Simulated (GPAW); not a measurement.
Crystal: PtS2.

```xyz
3
Lattice="3.5432 0.0000 0.0000 -1.7716 3.0685 0.0000 0.0000 0.0000 5.0388" Properties=species:S:1:pos:R:3 pbc="T T T"
Pt    0.0000    0.0000    0.0000
S     1.7716    1.0228    3.8950
S     0.0000    2.0457    1.1438
```

| Item | Value |
| --- | --- |
| Program | GPAW 26.7.0 |
| Task | relaxation of cell and atoms |
| Functional | PBEsol |
| Potentials or basis | PAW data sets generated in the run's folder for this functional |
| Cutoff | 600 eV |
| Basis | pw |
| k mesh | 6 × 6 × 4 |
| Occupations | fermi-dirac, width 0.05 eV |
| Spin | no spin polarisation |

At the start: pressure 6.4 GPa; volume 18.26 Å³/atom.

Task: How do energy, volume and symmetry change on relaxing?

Result: Over 15 steps the energy falls by 24.3 meV/atom and the volume is 17.66 Å³/atom (-3.3 %); space group P-3m1 (No. 164, to 0.05 Å).

Step by step:
```tsv
step	energy change (eV)	largest force (eV/Å)	pressure (GPa)	volume (Å³)
1	0.0000	0.9726	6.42	54.78
2	-0.0403	0.6238	3.52	55.36
3	-0.0652	0.1212	-0.44	56.18
4	-0.0659	0.0780	-0.68	56.18
5	-0.0674	0.0011	-0.89	56.04
6	-0.0684	0.0306	-0.68	55.78
7	-0.0687	0.0136	-0.26	55.54
8	-0.0688	0.0070	-0.06	55.46
9	-0.0689	0.0232	0.07	55.40
10	-0.0691	0.0512	0.28	55.25
11	-0.0696	0.0901	0.58	54.92
12	-0.0705	0.1353	0.95	54.20
13	-0.0715	0.1438	1.08	53.30
14	-0.0724	0.0916	0.68	52.91
15	-0.0730	0.0125	0.05	52.97
```

Final structure:
```
Pt S
1.0
     3.56939    0.00000    0.00000
    -1.78469    3.09118    0.00000
     0.00000    0.00000    4.80088
Pt S
1 2
Direct
  0.00000 0.00000 0.00000
  0.66667 0.33333 0.75037
  0.33333 0.66667 0.24963
```

Caveat: later steps reuse the first step's grids.
